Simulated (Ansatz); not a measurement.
System: Re (fcc type), 1 atom in the cell.

```yaml
crystal:
  lattice:
    - [0.00000, 1.95740, 1.95740]
    - [1.95740, 0.00000, 1.95740]
    - [1.95740, 1.95740, 0.00000]
  atoms:
    - { symbol: Re, position: [0.00000, 0.00000, 0.00000] }
```
Lattice in Å, positions in fractions of it.

Code and potentials: Ansatz all-electron LAPW. Settings of the plain PBE run: k-mesh 4×4×4 Γ-centred; Fermi–Dirac smearing of 0.15 eV; no spin polarisation; no spin–orbit coupling.

Plain PBE gives:

| Property | Result |
| --- | --- |
| Pressure | 3.29 GPa |

Task: What changes under PBE with spin–orbit coupling?

Result: The pressure increases by 0.72 GPa to 4.01 GPa.

The k-mesh is coarse, so these values belong to this mesh and can lie far from the converged ones. This cubic structure is a model: it isn't the usual form of the substance at ambient conditions, and such phases are metastable or hypothetical.
